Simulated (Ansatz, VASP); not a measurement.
# AlNi3 in VASP and in Ansatz

```
Al Ni
1.0
     0.00000    2.81751    2.81751
     2.81751    0.00000    2.81751
     2.81751    2.81751    0.00000
Al Ni
1 3
Cartesian
  2.8175 2.8175 2.8175
  1.4088 1.4088 1.4088
  0.0000 0.0000 0.0000
  4.2263 4.2263 4.2263
```

Alike in both runs: functional PBEsol; k mesh 1 × 1 × 1; occupations gaussian, width 0.1 eV; no spin polarisation.

Ansatz relaxed the structure, and its values are those at the end. VASP's run is a single point on that final structure, the one shown.

|  | VASP | Ansatz |
| --- | --- | --- |
| version | VASP 6.6.1 | Ansatz 0.2.0 |
| potentials or method | VASP PAW PBE potentials, release 64 (Al, Ni) | scalar-relativistic, plane waves, PAW |
| plane-wave cutoff (eV) | 520 | 420 |
| valence electrons in the cell | 33 | 57 |

|  | VASP | Ansatz | Ansatz less VASP |
| --- | --- | --- | --- |
| pressure (GPa) | 0.4 | 0.0 | -0.32 |

The two sets of potentials don't hold the same shells in valence.

Caveats: the k mesh is coarse (spacing up to 1.93 Å⁻¹), so the values aren't converged; the PAW data sets were made with another functional, which shifts forces and pressure a little (VASP). Spin polarisation is off, so any magnetic state and its effect on volume and gap are missing.
